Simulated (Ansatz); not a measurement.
Runs of Ansatz 0.2.0 on MgTe. Symmetry: F-43m, No. 216, cubic system. The conventional cell has a = 6.464 Å, b = 6.464 Å, c = 6.464 Å, α = 90.00°, β = 90.00°, γ = 90.00°. Around Te (site symmetry -43m) lie 4 Mg at 2.80 Å. Mg (site symmetry -43m) is surrounded by 4 Te at 2.80 Å. The cell comes from a database or a generator and needn't be the stable form of this composition.

```csv
task,level,potentials or basis,spin,k mesh,cutoff (eV),smearing,driver,mesh quality,gap on the mesh (eV),pressure (GPa)
atomic charges,BPBE+D3(BJ),Ansatz PAW accurate,off,7 × 7 × 7,760,cold 0.1 eV,chain,not flagged,2.45,(b)
single point,PBE0+D3(BJ),JTH PAW,off,4 × 4 × 4,900,gaussian 0.02 eV,chain,coarse,3.93,(a)
single point,revPBE+D3(BJ),PseudoDojo standard,"SOC, no magnetisation",7 × 7 × 7,1143,cold 0.15 eV,calculator,not flagged,2.30,-1.4
single point,revPBE+D3(BJ),PseudoDojo standard (PBE files),"SOC, no magnetisation",7 × 7 × 7,1143,cold 0.15 eV,-,not flagged,2.30,-1.4
single point,HSE03,Ansatz PAW,"SOC, no magnetisation",5 × 5 × 5,420,fixed,calculator,not flagged,2.82,0.1
```

Alike in all rows: cell as given.

**Question.** Fill in the values left out.

**Answer.** (a) -1.6; (b) -3.0.

Caveats: some runs use coarse meshes; odd divisions of the mesh miss points on the zone boundary, where band edges often lie, so the gap on the mesh can be too wide (some runs); the potentials were made for another functional, which shifts forces and pressure (some runs); spin-orbit coupling is left out, which moves the levels of the heavy elements (some runs); the thresholds are loose for stress (some runs); the dispersion damping was fitted for another functional or another form of the correction (some runs); the PAW data sets were made with another functional, which shifts forces and pressure a little (some runs).

A k mesh can miss the band edges, and rows without SOC leave out spin-orbit coupling on Te.

The runs don't all hold the same shells in valence.

Runs at the PBE level aren't shown here.
